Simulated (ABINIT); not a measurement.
A run of ABINIT 10.8.3 (patched build) is set up as follows.

File run.abi:

```
# Pseudopotentials
pp_dirpath "./"
pseudos "Ta.upf, N.upf"

# Structure
acell 5.5520174517 5.5520174509 5.4480845936
rprim
     1.0000000000     0.0000000000     0.0000000000
    -0.4999999984     0.8660254047     0.0000000000
     0.0000000000     0.0000000000     1.0000000000
ntypat 2
znucl 73 7
natom 2
typat 1 2
xred
     0.3333333333     0.6666666667     0.5000000000
     0.0000000000     0.0000000000     0.0000000000

# Plane-wave basis
ecut 35.0

# k points
kptopt 1
ngkpt 8 8 7
nshiftk 1
shiftk 0.0 0.0 0.0

# Exchange and correlation
ixc 11

# Bands and occupations
nband 13
occopt 3
tsmear 0.05 eV

# SCF cycle
nstep 100
tolvrs 1.0e-10

# Output
iomode 3
prtwf 0
prteig 0
prtebands 0
enunit 2
prtden 1
prtvha 1
prtvclmb 1
prtpot 1
prtelf 1
```

Potentials or basis: PseudoDojo NC SR PBE v0.4.1 standard.

Run with:

```console
$ mpirun --bind-to none -np 4 abinit run.abi > log 2>&1
```

(1) Estimate the pressure.

(2) Estimate the band gap on the k mesh.

Answers

(1) 3.9 GPa.

(2) none (metal or under the smearing width).
